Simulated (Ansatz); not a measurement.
# BaS: the cost of one run

Computed with Ansatz 0.2.0 (DFT PBE, scalar-relativistic, unless a step's input says otherwise).

### Step 1. The system as given

The structure is cubic, space group Fm-3m (No. 225). The conventional cell has a = 6.388 Å, b = 6.388 Å, c = 6.388 Å, α = 90.00°, β = 90.00°, γ = 90.00°. Around Ba (site symmetry m-3m) lie 6 S at 3.19 Å. S (site symmetry m-3m) is surrounded by 6 Ba at 3.19 Å.

Structure file:

```xyz
2
Lattice="0.0000 3.1938 3.1937 3.1938 0.0000 3.1937 3.1938 3.1938 0.0000" Properties=species:S:1:pos:R:3 pbc="T T T"
Ba    0.0000    0.0000    0.0000
S     3.1938    3.1938    3.1937
```

Atoms are numbered in the order of the input: Ba1, S2.

### Step 2. The deformed structure

Space group Fm-3m before, I4/mmm after.

### Step 3. All-electron LAPW

Contents of input.yaml:

```yaml
crystal:
  lattice:
    - [0.0, 3.19375, 3.2256875]
    - [3.19375, 0.0, 3.2256875]
    - [3.19375, 3.19375, 0.0]
  atoms:
    - { symbol: Ba, position: [0.0, 0.0, 0.0] }
    - { symbol: S, position: [0.5, 0.5, 0.5] }
kpoints:
  mp_grid: { grid: [8, 8, 8] }
  band_path:
    path:
      - [0.0, 0.0, 0.0]
      - [0.0, 0.5, 0.5]
      - [0.25, 0.75, 0.5]
      - [0.0, 0.5, 0.0]
      - [0.0, 0.0, 0.0]
      - [0.5, 0.5, 0.0]
      - [0.3725370062, 0.6274629938, 0.0]
      - [-0.3725370062, 0.3725370062, 0.0]
      - [0.0, 0.0, 0.0]
    npoints: 5
scf:
  occupations: { method: fermi_dirac, width: 0.02 }
hamiltonian:
  xc: pbe
  pseudopotentials: { kind: all_electron, lapw: { basis_error: 0.00025 } }
output:
  forces: true
  stress: true
  eigenvalues: true
```

On the command line:

```
> ansatz run input.yaml --threads 1 --pin off --max-ram 3072MiB --backend cpu --events-out ev --progress --plain --runs-dir out
```

**Question.** How long does this run take on 1 thread of Arm Neoverse V1, shared host, and how much memory does it need?

About 20 s, with a peak of 0.35 GiB.
